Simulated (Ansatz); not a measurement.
The cell is COD entry 9008857, as deposited and not checked against the literature; nothing was relaxed.

ZnSe: DFT, PBE, all-electron LAPW, scalar-relativistic (Ansatz 0.2.0). What sets it apart from a plain run of this crystal: all sphere radii typed as 0.883 Å.

Command: `ansatz run input.yaml --threads 1 --pin off --max-ram 2048MiB --backend cpu --events-out ev --progress --plain --runs-dir out` The run took 47 s on 1 thread of Intel(R) Xeon(R) Platinum 8259CL CPU @ 2.50GHz (Skylake/Cascade Lake) (shared host).

```yaml
crystal:
  lattice:
    - [0.0, 2.8338, 2.8338]
    - [2.8338, 0.0, 2.8338]
    - [2.8338, 2.8338, 0.0]
  atoms:
    - { symbol: Zn, position: [0.0, 0.0, 0.0] }
    - { symbol: Se, position: [0.75, 0.75, 0.75] }
kpoints:
  mp_grid: { grid: [8, 8, 8] }
scf:
  occupations: { method: fermi_dirac, width: 0.03 }
hamiltonian:
  xc: pbe
  pseudopotentials:
    kind: all_electron
    lapw: { basis_error: 0.001, muffin_tin_radii: { Zn: 0.883, Se: 0.883 } }
output:
  forces: true
  stress: true
  eigenvalues: true
```

Output (standing set-up lines are left out):

```
LAPW: plane waves up to 13.444 Å⁻¹, error target 1.0e-3 eV per atom; small_component_spin mean_spin; Zn in spheres of 0.883 Å, 20 of its electrons in bands, Dirac shells []; Se in spheres of 0.883 Å, 24 of its electrons in bands, Dirac shells []
Basis set: ecut = 688.618689511051 eV, 1893 PW (Γ), exchange–correlation at level 2
iter 1 solved again at ethr=2.02e-3 eV; its pass at ethr=1.00e-1 eV (dr2=8.87e-1 eV) is discarded
SCF iter   1: F=—  HF=-115000.392415 eV  |F-HF|=—  |Δ(HF+E_count)|=         —  Δρ=3.43e-2  dr2=8.89e-1  ethr=2.02e-3  ⟨swp⟩=2.0  Hψ=5145  notcnv=0
preconditioner: auto → none  [insulator: Δε(μ)=1.545 eV  Ē_g=12.185 eV  σ=0.030 eV  W_gap=1.00  n_scr=14 (ndim 8)  ℏωp=23.4 eV  f_vac=0.191  D(μ)=0.00/eV (n_scr^D=0)  ε∞_Penn≈4.7]
iter 2 solved again at ethr=1.33e-4 eV; its pass at ethr=2.02e-3 eV (dr2=5.85e-2 eV) is discarded
SCF iter   2: F=—  HF=-115000.177272 eV  |F-HF|=—  |Δ(HF+E_count)|=   2.15e-1  Δρ=1.30e-2  dr2=5.85e-2  ethr=1.33e-4  ⟨swp⟩=2.0  Hψ=4124  notcnv=0
SCF iter   3: F=—  HF=-115000.107210 eV  |F-HF|=—  |Δ(HF+E_count)|=   7.01e-2  Δρ=8.24e-3  dr2=2.41e-2  ethr=1.33e-4  ⟨swp⟩=3.0  Hψ=2499  notcnv=0
SCF iter   4: F=—  HF=-115000.102487 eV  |F-HF|=—  |Δ(HF+E_count)|=   4.72e-3  Δρ=3.31e-3  dr2=3.60e-3  ethr=5.49e-5  ⟨swp⟩=2.0  Hψ=2262  notcnv=0
SCF iter   5: F=—  HF=-115000.102781 eV  |F-HF|=—  |Δ(HF+E_count)|=   2.94e-4  Δρ=6.71e-4  dr2=1.27e-4  ethr=8.18e-6  ⟨swp⟩=2.0  Hψ=2124  notcnv=0
SCF iter   6: F=—  HF=-115000.102804 eV  |F-HF|=—  |Δ(HF+E_count)|=   2.23e-5  Δρ=1.19e-4  dr2=3.18e-6  ethr=2.88e-7  ⟨swp⟩=2.3  Hψ=2140  notcnv=0
SCF iter   7: F=-115000.102810 eV  HF=-115000.102810 eV  |F-HF|=7.31e-8  |Δ(HF+E_count)|=   5.78e-6  Δρ=1.16e-5  dr2=4.73e-8  ethr=7.23e-9  ⟨swp⟩=3.0  Hψ=2277  notcnv=0
SCF 1 converged in 7 iterations: F = -115000.102810 eV  dr2 = 4.73e-8
SCF converged after 7 iterations
Free energy (F): -115000.102810 eV
Harris-Foulkes:  -115000.102810 eV  (|F-HF|=7.31e-8)
Internal energy: -115000.102810 eV  (E = F + TS)
E sigma→0 (E₀):  -115000.102810 eV
Fermi energy:    8.705083 eV
--- Per-component energies (eV) ---
  E_band       = -2238.181387
  E_kinetic    = 117467.959058
  E_xc         = -4346.729604
  E_electrostatic = -228121.332264  (all electrons and nuclei)
  E_smearing   = -0.000000  (= −TS)
  E_closure    = 0.000000  (closes the sum)
  E_atoms      = -114994.086913  (free atoms, spherical and without spin; not in F)
  Σ components = -115000.102810   (vs F -115000.102810, Δ=0.00e0)
  Basis errors (estimates in eV, not in F): energy 5.2e-4 per atom: plane waves 4.9e-4 (3.0e-4 summed), levels above the bands 2.7e-143, relativity 1.6e-7, radial functions 2.7e-5, core shells 7.6e-7; eigenvalues (radial functions only) 1.5e-5; not estimated: angular momenta, meshes, grids; target (lapw.basis_error) 1.0e-3; muffin-tin radii Zn 0.883 Å, Se 0.883 Å
--- Forces (eV/Å), atoms counted from 1 ---
  atom   1  Zn     0.00000000    -0.00000000     0.00000000
  atom   2  Se    -0.00000000     0.00000000     0.00000000
  max |Σ_I F_I| component: 5.09e-17 eV/Å
--- Stress (GPa, compression-positive) ---
        2.123481       0.000000      -0.000000
        0.000000       2.123481       0.000000
       -0.000000       0.000000       2.123481
  P = ⅓ Tr σ = 2.1235 GPa (21.235 kbar)
--- Band table (eV; the first three rows and the last of 29) ---
  k-point 0: bands = ["-199.1289", "-138.5956", "-138.5956", "-138.5956", "-117.1572", "-71.3255", "-71.3255", "-71.3255", "-38.8131", "-38.8131", "-38.8131", "-38.8089", "-38.8089", "-5.2173", "1.5045", "1.5045", "1.5045", "1.8748", "1.8748", "8.0428", "8.0428", "8.0428", "9.3333", "13.8549", "13.8549", "13.8549", "17.9738"]
  k-point 1: bands = ["-199.1289", "-138.5956", "-138.5956", "-138.5956", "-117.1572", "-71.3255", "-71.3255", "-71.3255", "-38.8131", "-38.8131", "-38.8131", "-38.8089", "-38.8089", "-5.1167", "1.5114", "1.5203", "1.5203", "1.8734", "1.8734", "6.7274", "7.8911", "7.8911", "10.3185", "13.7946", "14.1086", "14.1086", "18.7370"]
  k-point 2: bands = ["-199.1289", "-138.5956", "-138.5956", "-138.5956", "-117.1572", "-71.3255", "-71.3255", "-71.3255", "-38.8131", "-38.8130", "-38.8130", "-38.8089", "-38.8089", "-4.8556", "1.5552", "1.5552", "1.5668", "1.8749", "1.8749", "5.0004", "7.5668", "7.5668", "10.7933", "14.4866", "14.4866", "14.6095", "18.4975"]
  k-point 28: bands = ["-199.1289", "-138.5956", "-138.5956", "-138.5956", "-117.1572", "-71.3256", "-71.3256", "-71.3255", "-38.8131", "-38.8130", "-38.8128", "-38.8089", "-38.8088", "-4.1562", "1.6217", "1.7120", "1.8420", "1.8452", "2.1750", "3.3625", "5.2841", "5.3839", "13.5255", "13.5984", "15.0148", "15.7564", "19.7574"]
```
